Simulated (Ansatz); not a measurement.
## Pressure series in NaCl

Start from NaCl in the rock salt structure (space group Fm-3m, No. 225; a = 5.696 Å).

Cell and atoms are relaxed at each pressure.

Computed with PBE (Ansatz, an electronic-structure program, PAW, spin-orbit coupling left out).

```
pressure (GPa)  band gap (eV)
--------------  -------------
-2                       4.62
-1                       4.83
0                        5.00
0.3                      5.04
0.7                      5.10
3                        5.40
5                        5.61
7.5                         ?
10                       6.06
```

Question: Fit E_g = E₀ + αP + βP² to the rows shown and predict the withheld row.

Answer: Least squares on the printed values gives E₀ = 4.98 eV, α = 155 meV/GPa, β = -4.8 meV/GPa² (largest residual 0.03 eV); this predicts 5.87 eV, and the run gives 5.85 eV, 0.02 lower.

Load acts through the strain it causes; cell and atoms are relaxed under it. Whether these cells are dynamically stable was not tested. Competing high-pressure phases were not computed.
